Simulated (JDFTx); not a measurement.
**Ge under changes of volume**

One of the cells (22.639 Å³/atom); the others are scaled copies at fixed shape and fractional positions:

```
Ge
1.0
     0.00000    2.82891    2.82891
     2.82891    0.00000    2.82891
     2.82891    2.82891    0.00000
Ge
2
Direct
  0.75000 0.75000 0.75000
  0.50000 0.50000 0.50000
```

```yaml
Program: JDFTx 1.7.0 (patched build)
Functional: LDA
Potentials_or_basis: PseudoDojo-SR-LDA-0.4.1-standard with smoothed tails
Cutoff: 1061 eV
Density_cutoff: 8490 eV
k_mesh: 8 × 8 × 8
Occupations: fermi-dirac, width 0.05 eV
Spin: no spin polarisation
```

```tsv
volume (Å³/atom)	energy over the lowest point (meV/atom)	pressure (GPa)
21.281	8.76	3.3
21.733	2.08	1.5
22.186	0.00	0.0
22.639	1.87	-1.4
23.092	?	?
23.545	16.27	-3.7
23.997	28.06	-4.6
```

What does the run at 23.092 Å³/atom give?

Energy over the lowest point 7.42 meV/atom; pressure -2.6 GPa.

Worked out: A Birch-Murnaghan fit of order 3 (a polynomial in V^(-2/3)) to the other rows has its minimum at 22.19 Å³/atom with B0 = V·E''(V) = 70 GPa and B' = 4.2. It gives 7.43 meV/atom at 23.092 Å³/atom, against the run's 7.42, and -dE/dV = -2.6 GPa, against -2.6.

Energies are extrapolated to zero smearing.
